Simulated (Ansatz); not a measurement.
# TiO2: compression at zero temperature

An exercise on one series of results from a longer session: the logs are not shown, and one member is left open.

Method: DFT r2SCAN, scalar-relativistic, plane waves, PAW, in Ansatz 0.2.0.

## The structure to begin with

Symmetry: P4_2/mnm, No. 136, tetragonal system. The conventional cell has a = 4.600 Å, b = 4.600 Å, c = 2.959 Å, α = 90.00°, β = 90.00°, γ = 90.00°. Around Ti (site symmetry mmm) lie 6 O at 1.95 to 1.98 Å. Around O (site symmetry m2m) lie 3 Ti at 1.95 to 1.98 Å.

As a file:

```cif
data_structure
_symmetry_space_group_name_H-M 'P 1'
_symmetry_Int_Tables_number 1
_cell_length_a 4.5998
_cell_length_b 4.5998
_cell_length_c 2.9592
_cell_angle_alpha 90.000
_cell_angle_beta 90.000
_cell_angle_gamma 90.000
_cell_volume 62.61
loop_
_atom_site_label
_atom_site_type_symbol
_atom_site_fract_x
_atom_site_fract_y
_atom_site_fract_z
_atom_site_occupancy
Ti1 Ti 0.50000 0.50000 0.00000 1
Ti2 Ti 0.00000 0.00000 0.50000 1
O1 O 0.69568 0.69568 0.50000 1
O2 O 0.80432 0.19568 0.00000 1
O3 O 0.19568 0.80432 0.00000 1
O4 O 0.30432 0.30432 0.50000 1
```

Source of the structure: the Materials Project (structure only).

The first run:

(A quick probe on a coarse mesh, which set the mesh and smearing, is not shown.)

input.yaml reads:

```yaml
crystal:
  lattice:
    - [4.5998373239, 0.0, 0.0]
    - [0.0, 4.5998373239, 0.0]
    - [0.0, 0.0, 2.95921356]
  atoms:
    - { symbol: Ti, position: [0.5, 0.5, 0.0] }
    - { symbol: Ti, position: [0.0, 0.0, 0.5] }
    - { symbol: O, position: [0.69567868, 0.69567868, 0.5] }
    - { symbol: O, position: [0.80432132, 0.19567868, 0.0] }
    - { symbol: O, position: [0.19567868, 0.80432132, 0.0] }
    - { symbol: O, position: [0.30432132, 0.30432132, 0.5] }
basis:
  ecutwfc: 500
kpoints:
  mp_grid: { grid: [6, 6, 10] }
hamiltonian:
  xc: r2scan
scf:
  occupations: { method: gaussian, width: 0.02 }
output:
  forces: true
  stress: true
  eigenvalues: true
relax:
  adjacent_minimum: "off"
  f_tol: 0.005
  max_steps: 80
  cell: { stress_tol: 0.05 }
```

Launch:

```bash
> ansatz run input.yaml --threads 1 --pin off --max-ram 2560MiB --backend cpu --events-out ev --progress --plain --runs-dir out
```

Among the steps run: Relaxing cell and atoms; Seeking the band edges; -2 GPa; Band edges over the zone at -2 GPa; 2 GPa; The gap over the whole zone at 2 GPa; Target pressure 5 GPa; The gap over the whole zone at 5 GPa; 10 GPa; Band edges over the zone at 10 GPa; Target pressure 20 GPa; The gap over the whole zone at 20 GPa; 40 GPa; Band edges over the zone at 40 GPa.

One of the session's tables, all rows but one given; the rest of the session is left out.

Lengths are those of the vectors of the cell that was run:

```
P (GPa)  V (Å³/atom)  a (Å)  b (Å)  c (Å)  ΔH (eV/atom)
     -2        10.49  4.613  4.613  2.959        -0.130
      0        10.40  4.596  4.596  2.954         0.000
      2        10.31  4.581  4.581  2.948         0.129
      5        10.19  4.559  4.559  2.942         0.321
     10        10.00  4.524  4.524  2.931         0.636
     20            ?      ?      ?      ?             ?
     40         9.15  4.372  4.372  2.873         2.423
```

Estimate the missing values for P (GPa) = 20.

Worked estimate for «V (Å³/atom)». A straight line through the neighbours (10, 10.00) and (40, 9.15) gives 10.00 + (9.15 − 10.00) × (20 − 10) / (40 − 10) = 9.72; a parabola fitted to 3 rows on both sides gives 9.66.

**Answer.** V (Å³/atom): 9.67; a (Å): 4.466; b (Å): 4.466; c (Å): 2.910; ΔH (eV/atom): 1.250. In «V (Å³/atom)» the line misses by +0.05 and the parabola by -0.01.

ΔH is E + PV over the energy at zero pressure; a, b and c are the vectors of the computed cell.

Caveats from the session: Other structures may take over in this range; these runs cannot find them. Warnings in the runs' records: seeded moment not kept, stability check not made.
